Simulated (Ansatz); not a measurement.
# A series in volume scale on Zn

Results calculated with Ansatz 0.2.0, not measured. Periodic Kohn-Sham DFT of a crystal at fixed atoms, scaled to volume_scale times the given cell; pressure positive in compression, energy less spherical unpolarised free atoms, largest_vzz the field gradient of largest size among the nuclei.

The cell before it is scaled or strained (space group P6_3/mmc, No. 194):
```
CELL_PARAMETERS angstrom
2.66480 0.00000 0.00000
-1.33240 2.30780 0.00000
0.00000 0.00000 4.94670
ATOMIC_POSITIONS crystal
Zn 0.33333 0.66667 0.25000
Zn 0.66667 0.33333 0.75000
```

Settings of every row: method all-electron PAW; functional PBE; relativity scalar; k mesh 18x18x8; filling fermi-dirac; smearing width 0.03 eV; nucleus gaussian.

Atom start moment: 0 on all atoms.

Limits: no gap: field gradients move with the k mesh.

```
row  volume scale  V (Å³/atom)  largest V_zz (1e21 V/m^2)  pressure (GPa)
  1          0.94       14.298                       3.88           4.921
  2          0.96       14.602                      3.754           2.929
  3          0.98       14.906                      3.629           1.185
  4          0.99       15.059                      3.567           0.395
  5          1.01       15.363                      3.447          -1.037
  6          1.02       15.515                       3.39          -1.682
  7          1.04       15.819                      3.281          -2.847
  8          1.06       16.123                          ?               ?
```

Question: what largest V_zz and pressure should row 8 give?

Worked fit of largest V_zz. Take t = volume scale − 0.99. The shown rows have t = -0.05, -0.03, -0.01, 0, 0.02, 0.03, 0.05. Least squares give largest V_zz = 3.567 − 6.017 × t + 5.39 × t² 1e21 V/m^2; a straight line predicts inner rows, each left out in turn, worse (root mean square 0.0048 against 0.0019 1e21 V/m^2). The rows lie off it by -0.001, 0.002, 0.001, 0.000, -0.002, -0.001, 0.001. The withheld row has t = 0.07, so the fit gives 3.567 − 6.017 × (0.07) + 5.39 × (0.07)² = 3.172 1e21 V/m^2.

The calculation gave 3.192 1e21 V/m^2. The fit lies 0.020 1e21 V/m^2 (2.9 % of the column's range) below it; its largest miss of a shown row is 0.002 1e21 V/m^2. This row lies beyond the range of the fit.

Worked fit of pressure. Take u = (V_r/V)^(2/3) − 1 with V_r = 15.059 Å³ an atom, which is twice the finite (Eulerian) strain; such expansions in the strain, on which the Birch-Murnaghan equation of state is built, carry the rest volume and the bulk modulus. The shown rows have u = 0.03518, 0.02076, 0.00683, 0, -0.01324, -0.01969, -0.03229. Least squares give pressure = 0.392 + 113.335 × u + 419.39 × u² + 514 × u³ GPa; a parabola predicts inner rows, each left out in turn, worse (root mean square 0.0061 against 0.0026 GPa). The rows lie off it by 0.000, -0.001, -0.001, 0.003, -0.001, -0.001, 0.001. The pressure vanishes at u = -0.0035, or V = 15.14 Å³ an atom, and there the bulk modulus at fixed shape and fractions is B = −V dP/dV = (2/3)(1 + u) dP/du = 73.4 GPa. Letting shape and atoms relax would as a rule lower it, by much in layered, chain or molecular crystals. The withheld row has u = -0.04449, so the fit gives 0.392 + 113.335 × (-0.04449) + 419.39 × (-0.04449)² + 514 × (-0.04449)³ = -3.865 GPa.

The calculation gave -3.866 GPa. The fit lies 0.001 GPa (0.011 % of the column's range) above it, one unit of the last digit. This row lies beyond the range of the fit.
